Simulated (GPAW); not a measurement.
# Cd (P-1) in GPAW: reference runs

Aim: a first look at Cd with PBE, on the cell as given.

Everything below comes from runs of GPAW 26.7.0. Logs are shortened: lines on timing, memory, paths and dates and some standing lists are left out, and cuts for length are marked. The log counts tension as positive stress, the text compression.

**1. The cell of the first run**

The typed cell holds 1 atom: a = 3.176 Å, b = 3.157 Å, c = 3.063 Å, α = 60.13°, β = 58.30°, γ = 62.88°.

This isn't the form of Cd at room conditions, which is hcp.

**2. Single point, PBE (cell sheared at random, sigma 0.03, atoms nudged by 0.01 Å)**

Input file run.py:

```python
from ase import Atoms
from ase.dft.bandgap import bandgap
from ase.io import write
from ase.units import Bohr, GPa
from gpaw import GPAW, PW
from gpaw.elf import elf_from_dft_calculation

atoms = Atoms(['Cd'],
              cell=[[1.65998442, 0.85995803, 2.56728635],
                    [-1.64296941, 0.90297887, 2.53980855],
                    [0.04576465, -1.71656945, 2.53597199]],
              scaled_positions=[[0.0, 0.0, 0.0]],
              pbc=True)

calc = GPAW(mode=PW(600),
            xc='PBE',
            kpts={'size': (10, 10, 11), 'gamma': True},
            occupations={'name': 'fermi-dirac', 'width': 0.05},
            nbands=13,
            convergence={'density': 1e-05, 'energy': 1e-05},
            maxiter=150,
            txt='gpaw.txt')
atoms.calc = calc
energy = atoms.get_potential_energy()
forces = atoms.get_forces()
stress = atoms.get_stress()
calc.write('gs.gpw')
write('result.traj', atoms)
print(f'Energy: {energy:.6f} eV')
print('Forces (eV/A):')
print(forces.round(4))
print('Stress (GPa):', (stress / GPa).round(3))
print('Fermi level:', round(calc.get_fermi_level(), 4), 'eV')
print(f'Gap: {bandgap(calc)[0]:.4f} eV, direct: {bandgap(calc, direct=True)[0]:.4f} eV')

# fields on the real-space grid
write('density.cube', atoms, data=calc.get_pseudo_density() * Bohr**3)
write('potential.cube', atoms, data=calc.get_electrostatic_potential())
write('elf.cube', atoms, data=elf_from_dft_calculation(calc).data)
```

Potentials or basis: GPAW PAW data sets (gpaw-data 1.2.1), pw.

Command:

```console
$ OMP_NUM_THREADS=1 python run.py
```

gpaw.txt:

```text
__  _  _
 | _ |_)|_||  |
 |__||  | ||/\| - 26.7.0

Input parameters:
  mode=PW(ecut=600.0),
  convergence={'density': 1e-05, 'energy': 1e-05},
  kpts=MonkhorstPack(size=(10, 10, 11), gamma=True),
  maxiter=150,
  nbands=13,
  occupations=Occupations(name='fermi-dirac', width=0.05),
  xc=XC(name='PBE')

Diagonalizing LCAO Hamiltonian
Converting LCAO to pw mode

       Cd

Atoms  # Å, Bohr magnetons
|   | symbol |        x |        y |        z |    initial magnetic moments |
|---|--------|----------|----------|----------|-----------------------------|
| 0 |     Cd | 0.000000 | 0.000000 | 0.000000 | ( 0.0000,  0.0000,  0.0000) |

Unit cell  # Å
| periodic |         x |         y |        z |  lengths |    angles |
|----------|-----------|-----------|----------|----------|-----------|
|      yes |  1.659984 |  0.859958 | 2.567286 | 3.175852 | 60.125958 |
|      yes | -1.642969 |  0.902979 | 2.539809 | 3.156794 | 58.304598 |
|      yes |  0.045765 | -1.716569 | 2.535972 | 3.062656 | 62.883523 |

Number of symmetries: 2
Symmetry operations  # r_c * U_cc + t_c -> r_c
|   | kind |            matrix            |
|---|------|------------------------------|
| 0 |  E   |  1, 0, 0,  0, 1, 0,  0, 0, 1 |
| 1 |  i   | -1, 0, 0,  0,-1, 0,  0, 0,-1 |

BZ-sampling:
  Number of BZ points: 1100
  Number of IBZ points: 552

  Monkhorst-Pack size: [10, 10, 11]
  Monkhorst-Pack shift: [0.05, 0.05, 0.0]

K-points  # in reciprocal-cell coordinates
|     |                                coordinates |     weight |
|-----|--------------------------------------------|------------|
|   0 | (  0.00000000,   0.00000000,   0.00000000) | 0.00090909 |
|   1 | (  0.00000000,   0.00000000,   0.09090909) | 0.00181818 |
|   2 | (  0.00000000,   0.00000000,   0.18181818) | 0.00181818 |
|   3 | (  0.00000000,   0.00000000,   0.27272727) | 0.00181818 |
|   4 | (  0.00000000,   0.00000000,   0.36363636) | 0.00181818 |
|   5 | (  0.00000000,   0.00000000,   0.45454545) | 0.00181818 |
|   6 | (  0.00000000,   0.10000000,  -0.45454545) | 0.00181818 |
|   7 | (  0.00000000,   0.10000000,  -0.36363636) | 0.00181818 |
|   8 | (  0.00000000,   0.10000000,  -0.27272727) | 0.00181818 |
|   9 | (  0.00000000,   0.10000000,  -0.18181818) | 0.00181818 |
| ... |                                            |            |
| 551 | (  0.50000000,   0.50000000,   0.45454545) | 0.00181818 |

Plane wave coefficients: 749
Cutoff: 600.0 eV

Spin-components: 1 (collinear spins)
Bands:           13
Projectors:      6
Spin-degeneracy: 2
Datatype:        complex128

Parallelization:
  kpt:    1
  domain: 1
  band:   1

Density:
  Valence electrons: 12.0
  Components: 1
  Grid points: [18 18 18]
  Charge: 0.0  # |e|

Potential:
  Grid points: [18 18 18]

species:
  Cd:
    name:    Cadmium
    Z:       48.0
    valence: 12
    core:    36
    charge:  0.0  # [|e|]
    compensation charges:
      type: gauss
      rc: 0.38  # [Å]
      lmax: 2
    cutoffs:
      filter: 2.12  # [Å]
      core: 2.62  # [Å]
    projectors
    | kind |    occ | energy [eV] | rcut [Å] |
    |------|--------|-------------|----------|
    |   5s |  2.000 |      -5.655 |    1.191 |
    |   5p |  0.000 |      -1.186 |    1.228 |
    |   4d | 10.000 |     -11.739 |    1.164 |
    |    s |        |      21.556 |    1.191 |
    |    p |        |      26.026 |    1.228 |
    |    d |        |      15.473 |    1.164 |

    Using partial waves for Cd as LCAO basis

Reference energy: -152173.118336  # eV

eigensolver:
  PPCG
  Converge bands: occupied
  niter=2

density mixing:
  MSR1-Mixer
  Pratt-step length: 0.05
  Maximum mixing coefficient: 0.75
  Old densities: 10
  SVD Regularization: 0.005
  Good broyden scale: 1.0
  Trust region scale: 1.0
  Backstep threshold: 4.0
  History deletion threshold: 6.0
  Fourier metric: weight=20.0, sigma=0.015

occupation numbers:
  Fermi-Dirac:
    width: 0.0500  # eV

poisson solver:
  ecut: 4800.0  # eV

xc functional:
  name: PBE with 2 nearest neighbor stencil

convergence criteria:
- Maximum integral of absolute [dens]ity change: 1e-05 electrons / valence electron
- Maximum [total energy] change in last 3 cyles: 1e-05 eV / valence electron
- Maximum integral of absolute [eigenst]ate change: 4e-08 eV^2 / valence electron
maximum number of iterations: 150

SCF iterations
|iter     | |      energy | eigst |  dens |
|---------|-|-------------|-------|-------|
|iter:   1| |   -0.961164 | -0.67 |       |
|iter:   2| |   -0.953267 | -2.70 | -1.43 |
|iter:   3| |   -0.920676 | -2.37 | -1.47 |
|iter:   4| |   -0.920410 | -3.82 | -1.95 |
|iter:   5| |   -0.920329 | -4.21 | -2.42 |
|iter:   6| |   -0.920329c| -7.07 | -3.89 |
|iter:   7| |   -0.920329c| -7.99c| -4.27 |
|iter:   8| |   -0.920329c| -9.02c| -5.59c|

Converged in 8 steps
Energy contributions relative to reference atoms: (reference = -152173.118336)

Energy contributions:
  Kinetic:           5.734223
  Coulomb:          -4.196318
  Zero:              0.108440
  External:          0.000000
  Xc:               -2.564926
  Entropy:          -0.003498
  Spinorbit:         0.000000
  ----------------------------
  Free energy:      -0.922079
  Extrapolated:     -0.920329

dipole moment: (-0.207901, -0.153550, -25.310771)  # |e|*Ang

Fermi level: 7.486
Eigenvalues  # (at kpt = [0.000, 0.000, 0.000])
| band index |      eig [eV] | occ [0-2] |
|------------|---------------|-----------|
|          0 |        -1.765 |     2.000 |
|          1 |        -1.614 |     2.000 |
|          2 |        -1.472 |     2.000 |
|          3 |        -1.247 |     2.000 |
|          4 |        -1.180 |     2.000 |
|          5 |        -1.045 |     2.000 |
|          6 |        20.286 |     0.000 |
|          7 |        21.098 |     0.000 |
|          8 |        22.184 |     0.000 |
|          9 |        24.131 |     0.000 |
|         10 |        24.690 |     0.000 |
|         11 |        25.309 |     0.000 |
|         12 |        26.456 |     0.000 |

No gap
No difference between direct/indirect transitions

Forces  # eV/Ang
|       x |       y |       z |
|---------|---------|---------|
| 0.00000 | 0.00000 | 0.00000 |  # Cd   0

Stress tensor  # eV/Ang^3
|         x |         y |         z |
|-----------|-----------|-----------|
| -0.015128 | -0.001025 |  0.004327 |
| -0.001025 | -0.011109 |  0.001101 |
|  0.004327 |  0.001101 | -0.008245 |

# Writing to gs.gpw (mode='')
```

It took 74 s on 1 thread of Arm Neoverse V2, shared host; peak memory 0.28 GiB.

Results:

```yaml
Free_energy: -0.9221 eV
Pressure: 1.8 GPa
Band_gap_on_the_k_mesh: none (metal or under the smearing width)
```

Levels at points of the mesh, in eV from the Fermi level:
| k point | band 3 | band 4 | band 5 | band 6 | band 7 | band 8 | band 9 |
| --- | --- | --- | --- | --- | --- | --- | --- |
| (0.00, 0.00, 0.00) | -8.96 | -8.73 | -8.67 | -8.53 | 12.80 | 13.61 | 14.70 |
| (0.00, 0.50, 0.00) | -8.94 | -8.36 | -8.20 | -2.54 | -1.82 | 12.13 | 13.21 |
| (0.50, 0.00, 0.00) | -8.99 | -8.38 | -8.17 | -2.45 | -1.58 | 12.71 | 12.85 |
| (0.50, 0.50, 0.00) | -8.28 | -8.17 | -8.09 | -0.46 | 1.97 | 5.16 | 7.51 |
